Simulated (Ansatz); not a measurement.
**Si: from a guess to a relaxed structure**

Aim: relax a trial structure of Si and see where it ends.

Program: Ansatz 0.2.0. Level of theory: DFT PBE, scalar-relativistic, plane waves, PAW. These are calculated values, not measurements.

## 1. Starting point

Symmetry: P6_122, No. 178, hexagonal system. Conventional cell: a = 5.740 Å, b = 5.740 Å, c = 3.385 Å, α = 90.00°, β = 90.00°, γ = 120.00°. Si (site symmetry 2) is surrounded by 4 Si at 2.20 to 2.24 Å.

Coordinates:

```
Si
1.0
     5.74010    0.00000    0.00000
    -2.87005    4.97107    0.00000
     0.00000    0.00000    3.38519
Si
6
Direct
  0.62265 0.62265 0.16667
  0.37735 0.00000 0.50000
  0.00000 0.37735 0.83333
  0.00000 0.62265 0.33333
  0.37735 0.37735 0.66667
  0.62265 0.00000 0.00000
```

Recipe of the guess: 4-connected net of one element (P6_122, No. 178). Lengths come from tabulated atomic sizes and are only a guess.

## 2. A first look at the guess

The input, input.yaml:

```yaml
crystal:
  lattice:
    - [5.74010117, 0.0, 0.0]
    - [-2.87005058, 4.97107343, 0.0]
    - [0.0, 0.0, 3.38518734]
  atoms:
    - { symbol: Si, position: [0.62265098, 0.62265098, 0.16666667] }
    - { symbol: Si, position: [0.37734902, 0.0, 0.5] }
    - { symbol: Si, position: [0.0, 0.37734902, 0.83333333] }
    - { symbol: Si, position: [0.0, 0.62265098, 0.33333333] }
    - { symbol: Si, position: [0.37734902, 0.37734902, 0.66666667] }
    - { symbol: Si, position: [0.62265098, 0.0, 0.0] }
basis:
  ecutwfc: 420
kpoints:
  mp_grid: { grid: [6, 6, 6] }
hamiltonian:
  xc: pbe
scf:
  occupations: { method: gaussian, width: 0.1 }
  lower_state_search: "off"
output:
  forces: true
  stress: true
  eigenvalues: true
```

The run is started by

```
> ansatz run input.yaml --threads 1 --pin off --max-ram 2560MiB --backend cpu --events-out ev --progress --plain --runs-dir out
```

What it wrote, shortened:

```text
Warning: RAYON_NUM_THREADS=1 ignored (pool sized by the plan → 1); use --threads N
[...]
Pseudopotentials: kind: paw
Pseudopotential: Si, paw, valence charge 4, recommended cutoff 420 eV (normal), Si.paw.azcp
Functional definition: PBE
[...]
Crystal: 6 atoms, lattice volume = 96.595 Å³
Basis set: ecut = 420 eV, 1883 PW (Γ), exchange–correlation on 80×80×48 points (8 copies of the dense FFT grid, shifted against one another)
Bands: 18, of which v1, the nominal top of the filled ones, is band 12 counted from 1 (11 counted from 0)
Symmetry: 12 space group operations
Space group: P6122 (ITA 178), of the structure as read, at distance tolerance 4.6e-5 Å
k-points: 28 of 216 (time reversal used)
[...]
SCF iter   1: F=—  HF=-3812.150628 eV  |F-HF|=—  |Δ(HF+E_count)|=         —  Δρ=2.06e-3  dr2=5.58e-3  ethr=1.77e-3  ⟨swp⟩=6.6  Hψ=3241  notcnv=0
[...]
SCF iter   6: F=-3812.151519 eV  HF=-3812.151519 eV  |F-HF|=4.17e-8  |Δ(HF+E_count)|=   6.11e-7  Δρ=6.94e-6  dr2=7.67e-8  ethr=4.17e-10  ⟨swp⟩=8.7  Hψ=2754  notcnv=0
[...]
SCF converged after 6 iterations
Free energy (F): -3812.151519 eV
[...]
E sigma→0 (E₀):  -3812.149068 eV
Entropy (-TS):   -0.004901 eV (-0.817 meV/atom)
Fermi energy:    8.689355 eV
[...]
--- Forces (eV/Å), atoms counted from 1 ---
  atom   1  Si     0.35367040     0.61257511     0.00000000
  atom   2  Si    -0.70734081     0.00000000    -0.00000000
  atom   3  Si     0.35367040    -0.61257511     0.00000000
  atom   4  Si    -0.35367040     0.61257511     0.00000000
  atom   5  Si    -0.35367040    -0.61257511     0.00000000
  atom   6  Si     0.70734081    -0.00000000     0.00000000
[...]
--- Stress (GPa, compression-positive) ---
       25.153481       0.000000       0.000000
        0.000000      25.153481      -0.000000
        0.000000      -0.000000      35.278158
  P = ⅓ Tr σ = 28.5284 GPa (285.284 kbar)
--- Band table (eV; the first three rows and the last of 28) ---
  k-point 0: bands = ["-4.9624", "-0.7493", "-0.7493", "0.8970", "0.8970", "1.7650", "4.3685", "7.0886", "7.0886", "8.5811", "8.5811", "9.2305", "11.9360", "11.9360", "12.5708", "12.6444", "12.6542", "12.6542"]
[...]
```

Run time: 11 s. Hardware: 1 thread of Intel Xeon at 2.50GHz (Skylake/Cascade Lake), shared host; peak memory 0.32 GiB.

From the probe: pressure 28.5 GPa, largest force 0.71 eV/Å, gap on this mesh none (metal). A cheap, loose relaxation comes first.

## 3. A loose first relaxation

input.yaml, as its differences from that of step 2:

```diff
@@ -25 +25,6 @@
   eigenvalues: true
+relax:
+  adjacent_minimum: "off"
+  f_tol: 0.04
+  max_steps: 70
+  cell: { stress_tol: 0.4 }
```

The run is started by

```
> ansatz run input.yaml --threads 1 --pin off --max-ram 2560MiB --backend cpu --events-out ev --progress --plain --runs-dir out
```

What it wrote:

```text
Warning: RAYON_NUM_THREADS=1 ignored (pool sized by the plan → 1); use --threads N
Engine: ansatz 0.2.0, x86_64-unknown-linux-gnu
[... 3 set-up lines as earlier in the session ...]
  parameter kappa = 0.804
  parameter beta = 0.06672455060314922
  exchange = pbe_x(kappa = kappa, mu = beta*pi^2/3)
  correlation = pbe_c(beta = beta)
Crystal: 6 atoms, lattice volume = 96.595 Å³
Basis set: ecut = 420 eV, 1883 PW (Γ), exchange–correlation on 80×80×48 points (8 copies of the dense FFT grid, shifted against one another)
Bands: 18, of which v1, the nominal top of the filled ones, is band 12 counted from 1 (11 counted from 0)
[... 2 set-up lines as earlier in the session ...]
k-points: 28 of 216 (time reversal used)
Non-local potential: Si, projectors of the file, l = 0: 2, l = 1: 2, l = 2: 2
PAW form: soft (Blöchl's): semilocal exchange-correlation on the pseudo side does not see the compensation charge
PAW one-centre angular grid: Si, 110 points (default); XC on 64 Gauss nodes
Initial density: superposition of atomic densities (neutral atoms: chi_scale 0, normalization atom), corrected by the library's trained network
Initial wavefunctions: pseudopotential atomic-orbital guess
Functional: x = pbe(κ = 0.804, μ = 0.2195149727645171), c = pbe(β = 0.06672455060314922)
SCF iter   1: F=—  HF=-3812.150626 eV  |F-HF|=—  |Δ(HF+E_count)|=         —  Δρ=2.06e-3  dr2=5.57e-3  ethr=1.77e-3  ⟨swp⟩=6.7  Hψ=3246  notcnv=0
preconditioner: auto → none  [metal: Δε(μ)=0.026 eV  Ē_g=8.421 eV  σ=0.100 eV  W_gap=0.14  n_scr=8 (ndim 8)  ℏωp=18.5 eV  f_vac=0.000  D(μ)=0.99/eV (n_scr^D=6)  sad-step TF]
SCF iter   2: F=—  HF=-3812.151383 eV  |F-HF|=—  |Δ(HF+E_count)|=   7.57e-4  Δρ=1.30e-3  dr2=2.60e-3  ethr=2.32e-5  ⟨swp⟩=1.7  Hψ=844  notcnv=0
SCF iter   3: F=—  HF=-3812.151604 eV  |F-HF|=—  |Δ(HF+E_count)|=   2.20e-4  Δρ=3.86e-4  dr2=3.57e-4  ethr=1.08e-5  ⟨swp⟩=2.0  Hψ=744  notcnv=0
SCF iter   4: F=—  HF=-3812.151516 eV  |F-HF|=—  |Δ(HF+E_count)|=   8.79e-5  Δρ=1.34e-4  dr2=1.90e-5  ethr=1.49e-6  ⟨swp⟩=2.1  Hψ=720  notcnv=0
SCF iter   5: F=—  HF=-3812.151518 eV  |F-HF|=—  |Δ(HF+E_count)|=   2.42e-6  Δρ=2.37e-5  dr2=4.19e-7  ethr=7.92e-8  ⟨swp⟩=2.0  Hψ=760  notcnv=0
SCF iter   6: F=-3812.151519 eV  HF=-3812.151519 eV  |F-HF|=4.20e-8  |Δ(HF+E_count)|=   6.07e-7  Δρ=6.95e-6  dr2=7.70e-8  ethr=4.17e-10  ⟨swp⟩=8.7  Hψ=2746  notcnv=0
SCF 1 converged in 6 iterations: F = -3812.151519 eV  dr2 = 7.70e-8
relax step   1: F+E_penalty+E_count = -3812.15151873 eV  Δ(F+E_penalty+E_count) = +0.000e0 eV  max|allowed force component| = 7.073e-1 eV/Å  Δτ_max = 0.0000 Å  P = +28.528 GPa  Ω = 96.595 Å³  (6 SCF iters, dr2 threshold 1.00e-7 eV, accepted)
Crystal: 6 atoms, lattice volume = 106.723 Å³
Basis set: ecut = 420 eV, 2111 PW (Γ), exchange–correlation on 80×80×48 points (8 copies of the dense FFT grid, shifted against one another)
Initial density: handed on by an earlier stage of this run
Initial wavefunctions: those handed on with the density
iter 1 solved again at ethr=2.82e-4 eV; its pass at ethr=3.10e-3 eV (dr2=6.76e-2 eV) is discarded
SCF iter   1: F=—  HF=-3813.482517 eV  |F-HF|=—  |Δ(HF+E_count)|=         —  Δρ=6.27e-3  dr2=6.70e-2  ethr=2.82e-4  ⟨swp⟩=1.0  Hψ=3540  notcnv=0
preconditioner: auto → none  [metal: Δε(μ)=0.061 eV  Ē_g=8.031 eV  σ=0.100 eV  W_gap=0.33  n_scr=8 (ndim 8)  ℏωp=17.6 eV  f_vac=0.000  D(μ)=0.76/eV (n_scr^D=0)]
SCF iter   2: F=—  HF=-3813.462863 eV  |F-HF|=—  |Δ(HF+E_count)|=   1.97e-2  Δρ=2.31e-3  dr2=7.69e-3  ethr=2.79e-4  ⟨swp⟩=2.5  Hψ=787  notcnv=0
SCF iter   3: F=—  HF=-3813.460587 eV  |F-HF|=—  |Δ(HF+E_count)|=   2.28e-3  Δρ=9.28e-4  dr2=1.18e-3  ethr=3.20e-5  ⟨swp⟩=2.5  Hψ=806  notcnv=0
SCF iter   4: F=—  HF=-3813.460277 eV  |F-HF|=—  |Δ(HF+E_count)|=   3.10e-4  Δρ=1.89e-4  dr2=2.39e-5  ethr=4.90e-6  ⟨swp⟩=2.8  Hψ=872  notcnv=0
SCF iter   5: F=—  HF=-3813.460352 eV  |F-HF|=—  |Δ(HF+E_count)|=   7.54e-5  Δρ=1.12e-5  dr2=1.10e-7  ethr=2.50e-9  ⟨swp⟩=5.4  Hψ=3114  notcnv=0
SCF iter   6: F=-3813.460352 eV  HF=-3813.460352 eV  |F-HF|=6.32e-10  |Δ(HF+E_count)|=   9.71e-8  Δρ=2.01e-6  dr2=4.15e-9  ethr=4.58e-10  ⟨swp⟩=2.0  Hψ=1751  notcnv=0
SCF 2 converged in 6 iterations: F = -3813.460352 eV  dr2 = 4.15e-9
relax step   2: F+E_penalty+E_count = -3813.46035210 eV  Δ(F+E_penalty+E_count) = -1.309e0 eV  max|allowed force component| = 6.301e-2 eV/Å  Δτ_max = 0.0041 Å  P = +12.273 GPa  Ω = 106.723 Å³  energy of the carried Pulay correction = -2.051e-3 eV  (6 SCF iters, dr2 threshold 6.00e-7 eV, accepted)
Crystal: 6 atoms, lattice volume = 115.168 Å³
Basis set: ecut = 420 eV, 2245 PW (Γ), exchange–correlation on 80×80×48 points (8 copies of the dense FFT grid, shifted against one another)
iter 1 solved again at ethr=1.52e-4 eV; its pass at ethr=3.10e-3 eV (dr2=3.64e-2 eV) is discarded
SCF iter   1: F=—  HF=-3813.902644 eV  |F-HF|=—  |Δ(HF+E_count)|=         —  Δρ=4.72e-3  dr2=3.64e-2  ethr=1.52e-4  ⟨swp⟩=1.0  Hψ=3500  notcnv=0
preconditioner: auto → Resta (q_TF=auto, 2.101 Å⁻¹)  ε∞=5.7  [insulator: Δε(μ)=0.197 eV  Ē_g=7.779 eV  σ=0.100 eV  W_gap=0.84  n_scr=20 (ndim 8)  ℏωp=17.0 eV  f_vac=0.000  D(μ)=0.09/eV (n_scr^D=0)  ε∞_Penn≈5.7]
SCF iter   2: F=—  HF=-3813.894694 eV  |F-HF|=—  |Δ(HF+E_count)|=   7.95e-3  Δρ=2.73e-3  dr2=1.27e-2  ethr=1.52e-4  ⟨swp⟩=1.0  Hψ=504  notcnv=0
SCF iter   3: F=—  HF=-3813.892009 eV  |F-HF|=—  |Δ(HF+E_count)|=   2.68e-3  Δρ=3.91e-4  dr2=2.42e-4  ethr=5.28e-5  ⟨swp⟩=2.5  Hψ=866  notcnv=0
SCF iter   4: F=—  HF=-3813.892423 eV  |F-HF|=—  |Δ(HF+E_count)|=   4.13e-4  Δρ=7.24e-5  dr2=1.73e-5  ethr=1.01e-6  ⟨swp⟩=2.3  Hψ=815  notcnv=0
SCF iter   5: F=—  HF=-3813.892436 eV  |F-HF|=—  |Δ(HF+E_count)|=   1.31e-5  Δρ=2.86e-5  dr2=1.19e-6  ethr=7.20e-8  ⟨swp⟩=2.2  Hψ=818  notcnv=0
SCF iter   6: F=-3813.892438 eV  HF=-3813.892438 eV  |F-HF|=4.45e-8  |Δ(HF+E_count)|=   2.27e-6  Δρ=4.50e-6  dr2=2.87e-8  ethr=2.50e-9  ⟨swp⟩=6.2  Hψ=2521  notcnv=0
SCF 3 converged in 6 iterations: F = -3813.892438 eV  dr2 = 2.87e-8
relax step   3: F+E_penalty+E_count = -3813.89243791 eV  Δ(F+E_penalty+E_count) = -4.321e-1 eV  max|allowed force component| = 6.291e-2 eV/Å  Δτ_max = 0.0205 Å  P = +3.435 GPa  Ω = 115.168 Å³  energy of the carried Pulay correction = -3.611e-3 eV  (6 SCF iters, dr2 threshold 6.00e-7 eV, accepted)
Crystal: 6 atoms, lattice volume = 118.883 Å³
Basis set: ecut = 420 eV, 2299 PW (Γ), exchange–correlation on 80×80×48 points (8 copies of the dense FFT grid, shifted against one another)
iter 1 solved again at ethr=2.47e-5 eV; its pass at ethr=3.10e-3 eV (dr2=5.94e-3 eV) is discarded
SCF iter   1: F=—  HF=-3813.935760 eV  |F-HF|=—  |Δ(HF+E_count)|=         —  Δρ=1.81e-3  dr2=6.02e-3  ethr=2.47e-5  ⟨swp⟩=1.2  Hψ=3346  notcnv=0
preconditioner: auto → Resta (q_TF=auto, 2.090 Å⁻¹)  ε∞=5.7  [insulator: Δε(μ)=0.311 eV  Ē_g=7.668 eV  σ=0.100 eV  W_gap=0.97  n_scr=26 (ndim 8)  ℏωp=16.7 eV  f_vac=0.000  D(μ)=0.02/eV (n_scr^D=0)  ε∞_Penn≈5.7]
SCF iter   2: F=—  HF=-3813.934336 eV  |F-HF|=—  |Δ(HF+E_count)|=   1.42e-3  Δρ=1.05e-3  dr2=2.14e-3  ethr=2.47e-5  ⟨swp⟩=1.0  Hψ=504  notcnv=0
SCF iter   3: F=—  HF=-3813.933818 eV  |F-HF|=—  |Δ(HF+E_count)|=   5.18e-4  Δρ=1.60e-4  dr2=4.30e-5  ethr=8.90e-6  ⟨swp⟩=2.5  Hψ=861  notcnv=0
SCF iter   4: F=—  HF=-3813.934046 eV  |F-HF|=—  |Δ(HF+E_count)|=   2.28e-4  Δρ=2.74e-5  dr2=2.73e-6  ethr=1.79e-7  ⟨swp⟩=2.3  Hψ=810  notcnv=0
SCF iter   5: F=-3813.934049 eV  HF=-3813.934049 eV  |F-HF|=2.67e-7  |Δ(HF+E_count)|=   2.67e-6  Δρ=1.07e-5  dr2=1.62e-7  ethr=2.50e-9  ⟨swp⟩=7.1  Hψ=2748  notcnv=0
SCF 4 converged in 5 iterations: F = -3813.934049 eV  dr2 = 1.62e-7
relax step   4: F+E_penalty+E_count = -3813.93404900 eV  Δ(F+E_penalty+E_count) = -4.161e-2 eV  max|allowed force component| = 1.422e-2 eV/Å  Δτ_max = 0.0001 Å  P = +0.360 GPa  Ω = 118.883 Å³  energy of the carried Pulay correction = -4.260e-3 eV  (5 SCF iters, dr2 threshold 6.00e-7 eV, accepted)
Crystal: 6 atoms, lattice volume = 119.339 Å³
Basis set: ecut = 420 eV, 2323 PW (Γ), exchange–correlation on 80×80×48 points (8 copies of the dense FFT grid, shifted against one another)
iter 1 solved again at ethr=7.42e-7 eV; its pass at ethr=3.10e-3 eV (dr2=1.78e-4 eV) is discarded
SCF iter   1: F=—  HF=-3813.934754 eV  |F-HF|=—  |Δ(HF+E_count)|=         —  Δρ=3.50e-4  dr2=2.15e-4  ethr=7.42e-7  ⟨swp⟩=3.0  Hψ=3327  notcnv=0
preconditioner: auto → Resta (q_TF=auto, 2.088 Å⁻¹)  ε∞=5.7  [insulator: Δε(μ)=0.342 eV  Ē_g=7.661 eV  σ=0.100 eV  W_gap=0.98  n_scr=26 (ndim 8)  ℏωp=16.7 eV  f_vac=0.000  D(μ)=0.01/eV (n_scr^D=0)  ε∞_Penn≈5.7]
SCF iter   2: F=—  HF=-3813.934897 eV  |F-HF|=—  |Δ(HF+E_count)|=   1.42e-4  Δρ=1.95e-4  dr2=6.47e-5  ethr=7.42e-7  ⟨swp⟩=1.1  Hψ=517  notcnv=0
SCF iter   3: F=—  HF=-3813.934882 eV  |F-HF|=—  |Δ(HF+E_count)|=   1.43e-5  Δρ=2.61e-5  dr2=1.30e-6  ethr=2.70e-7  ⟨swp⟩=2.6  Hψ=864  notcnv=0
SCF iter   4: F=-3813.934883 eV  HF=-3813.934883 eV  |F-HF|=9.49e-8  |Δ(HF+E_count)|=   7.91e-7  Δρ=5.66e-6  dr2=8.07e-8  ethr=2.50e-9  ⟨swp⟩=5.8  Hψ=2430  notcnv=0
SCF 5 converged in 4 iterations: F = -3813.934883 eV  dr2 = 8.07e-8
relax step   5: F+E_penalty+E_count = -3813.93488328 eV  Δ(F+E_penalty+E_count) = -8.343e-4 eV  max|allowed force component| = 1.526e-2 eV/Å  Δτ_max = 0.0016 Å  P = +0.013 GPa  Ω = 119.339 Å³  energy of the carried Pulay correction = -4.338e-3 eV  (4 SCF iters, dr2 threshold 6.00e-7 eV, accepted)
Basis set: ecut = 420 eV, 2323 PW (Γ), exchange–correlation on 90×90×54 points (8 copies of the dense FFT grid, shifted against one another)
Initial wavefunctions: pseudopotential atomic-orbital guess (no wavefunctions were taken with the density)
iter 1 solved again at ethr=1.18e-7 eV; its pass at ethr=3.10e-3 eV (dr2=2.84e-5 eV) is discarded
SCF iter   1: F=—  HF=-3813.949476 eV  |F-HF|=—  |Δ(HF+E_count)|=         —  Δρ=2.59e-4  dr2=7.49e-6  ethr=1.18e-7  ⟨swp⟩=3.0  Hψ=4686  notcnv=0
preconditioner: auto → Resta (q_TF=auto, 2.088 Å⁻¹)  ε∞=5.7  [insulator: Δε(μ)=0.344 eV  Ē_g=7.662 eV  σ=0.100 eV  W_gap=0.99  n_scr=26 (ndim 8)  ℏωp=16.7 eV  f_vac=0.000  D(μ)=0.01/eV (n_scr^D=0)  ε∞_Penn≈5.7]
SCF iter   2: F=—  HF=-3813.949546 eV  |F-HF|=—  |Δ(HF+E_count)|=   6.95e-5  Δρ=1.37e-4  dr2=2.16e-6  ethr=3.12e-8  ⟨swp⟩=2.1  Hψ=815  notcnv=0
SCF iter   3: F=—  HF=-3813.949581 eV  |F-HF|=—  |Δ(HF+E_count)|=   3.55e-5  Δρ=2.88e-6  dr2=5.05e-9  ethr=9.01e-9  ⟨swp⟩=2.0  Hψ=841  notcnv=0
SCF iter   4: F=-3813.949581 eV  HF=-3813.949581 eV  |F-HF|=5.60e-10  |Δ(HF+E_count)|=   9.53e-9  Δρ=4.47e-7  dr2=5.83e-10  ethr=1.60e-11  ⟨swp⟩=5.3  Hψ=2186  notcnv=0
SCF 6 converged in 4 iterations: F = -3813.949581 eV  dr2 = 5.83e-10
relax step   6: F+E_penalty+E_count = -3813.94958105 eV  Δ(F+E_penalty+E_count) = -1.470e-2 eV  max|allowed force component| = 1.418e-2 eV/Å  Δτ_max = 0.0000 Å  P = +0.157 GPa  Ω = 119.339 Å³  stress off target by 1.72e-1 GPa  SCF on the basis re-selected at this cell (its energy is not comparable with the rows above)  (4 SCF iters)
basis re-selected at this cell: Δ(F+E_penalty+E_count) = -1.470e-2 eV, ΔP = +0.144 GPa vs the last step (what re-selecting the basis moved, of the pressure what is left beyond the Pulay correction that the steps carried, after the strain that the cell walked since its last selection, with what the two solves' SCF thresholds leave and, on support functions, any second-order correction that the steps lacked; it is no measure of the basis error at this ecutwfc). The dense FFT grid was sized anew with the basis: this SCF ran on 45×45×27 points, the steps before it on 40×40×24, so part of this shift can come from that change (see relax.cell in the input reference). This SCF's stress stands 1.72e-1 GPa from its target on what of the cell is left free (relax.cell.stress_tol is 4.00e-1 GPa) and its largest allowed force component is 1.42e-2 eV/Å (relax.f_tol is 4.00e-2 eV/Å): within both
SCF converged after 4 iterations
Free energy (F): -3813.949581 eV
Harris-Foulkes:  -3813.949581 eV  (|F-HF|=5.60e-10)
Internal energy: -3813.949526 eV  (E = F + TS)
E sigma→0 (E₀):  -3813.949554 eV
Entropy (-TS):   -0.000055 eV (-0.009 meV/atom)
Fermi energy:    6.468850 eV
--- Per-component energies (eV) ---
  E_band       = 31.098116
  E_kinetic    = 240.430945
  E_local      = -172.875754  (includes V_loc(G=0)·N_el)
  E_nonlocal   = 155.035582
  E_hartree    = 51.328996
  E_xc         = -330.654657
  E_vxc        = -279.839696  (∫ρ·V_xc dr)
  E_paw        = -3076.093115  (= ΣΔE_a)
  E_vpaw       = -14.311180  (= ΣTr[D̂ρ^β])
  E_aug_tail   = 0.000037  (compensation charges beyond the density's cutoff)
  E_ewald      = -681.121561
  E_smearing   = -0.000055  (= −TS)
  E_closure    = 0.000000  (closes the sum)
  Σ components = -3813.949581   (vs F -3813.949581, Δ=0.00e0)
--- Forces (eV/Å), atoms counted from 1 ---
  atom   1  Si     0.00708827     0.01227724    -0.00000000
  atom   2  Si    -0.01417654     0.00000000    -0.00000000
  atom   3  Si     0.00708827    -0.01227724     0.00000000
  atom   4  Si    -0.00708827     0.01227724     0.00000000
  atom   5  Si    -0.00708827    -0.01227724    -0.00000000
  atom   6  Si     0.01417654    -0.00000000     0.00000000
  max |Σ_I F_I| component: 1.08e-16 eV/Å
--- Stress (GPa, compression-positive) ---
        0.149617       0.000000      -0.000000
        0.000000       0.149617      -0.000000
       -0.000000      -0.000000       0.172149
  P = ⅓ Tr σ = 0.1571 GPa (1.571 kbar)
--- Band table (eV; the first three rows and the last of 28) ---
  k-point 0: bands = ["-5.7997", "-2.2176", "-2.2176", "-0.6329", "-0.6329", "0.5994", "3.1432", "4.4374", "4.4374", "6.2204", "6.2965", "6.2965", "8.7612", "8.7612", "8.9394", "9.4726", "10.1494", "10.1494"]
  k-point 1: bands = ["-5.5378", "-1.9894", "-1.9295", "-1.0189", "-0.2688", "0.8037", "2.6196", "3.2465", "4.4782", "4.6293", "5.4461", "6.0488", "7.9248", "9.2525", "9.6102", "9.6215", "9.7446", "10.3131"]
  k-point 2: bands = ["-4.7657", "-2.0776", "-1.2836", "-1.1298", "0.1370", "1.1182", "2.0313", "2.8644", "2.9459", "3.2506", "4.0317", "4.6996", "6.6408", "8.3144", "9.7062", "10.3975", "10.5940", "11.0307"]
  k-point 27: bands = ["-2.7078", "-2.7078", "-2.1761", "-2.1761", "-0.1479", "-0.1479", "3.1712", "3.1712", "4.2233", "4.2233", "4.3020", "4.3020", "8.1187", "8.1187", "8.3024", "8.3024", "9.6642", "9.6642"]
--- Relaxed structure (5 steps of the walk, 5 accepted, 1 SCFs on fresh bases) ---
  F+E_penalty+E_count = -3813.94958105 eV   max|allowed force component| = 1.418e-2 eV/Å   (the final SCF, on the basis selected at the relaxed cell)
  cell:  # Å, volume = 119.3385 Å³
    - [6.051153044674912, -3.0431822065438115e-9, 1.7620552043314068e-17]
    - [-3.0255765197019833, 5.240452260397617, -8.810276013982715e-18]
    - [1.0391605993577489e-17, -1.9893006210847095e-33, 3.7633421128298714]
  atoms:
    - { symbol: Si, position: [0.6180894345473069, 0.6180894345473068, 0.16666666666666669] }
    - { symbol: Si, position: [0.38191056545269314, 4.078103318838556e-21, 0.5] }
    - { symbol: Si, position: [-2.9186653560591746e-17, 0.3819105654526931, 0.8333333333333333] }
    - { symbol: Si, position: [5.4938720053272696e-17, 0.6180894345473069, 0.3333333333333333] }
    - { symbol: Si, position: [0.3819105654526931, 0.3819105654526931, 0.6666666666666666] }
    - { symbol: Si, position: [0.6180894345473068, 2.9058751521411293e-20, -1.4312247073325332e-19] }
```

Wall time 65 s (1 thread of Intel Xeon at 2.50GHz (Skylake/Cascade Lake), shared host); peak memory 0.37 GiB.

Step by step:

| step | energy from step 1 (eV/cell) | largest force component (eV/Å) | pressure (GPa) | volume (Å³) |
| --- | --- | --- | --- | --- |
| 1 | 0.0000 | 0.7073 | 28.53 | 96.59 |
| 2 | -1.3088 | 0.0630 | 12.27 | 106.72 |
| 3 | -1.7409 | 0.0629 | 3.43 | 115.17 |
| 4 | -1.7825 | 0.0142 | 0.36 | 118.88 |
| 5 | -1.7834 | 0.0153 | 0.01 | 119.34 |
| 6 | -1.7981 | 0.0142 | 0.16 | 119.34 |

Step 1 is the start. Step 6 repeats the geometry before it on a plane-wave basis chosen anew for that cell, so its energy need not be comparable with the rows above.

|  | before | after | change |
| --- | --- | --- | --- |
| a (Å) | 5.740 | 6.051 | +5.4 % |
| b (Å) | 5.740 | 6.051 | +5.4 % |
| c (Å) | 3.385 | 3.763 | +11.2 % |
| volume (Å³/atom) | 16.10 | 19.89 | +23.5 % |
| shortest distance (Å) | 2.202 | 2.363 | +7.3 % |
| space group (0.01 Å) | P6_122 | P6_122 | same |

The run keeps the 12 symmetry operations of the start, so it could not have lowered the symmetry.

[end of part 1 of 2]
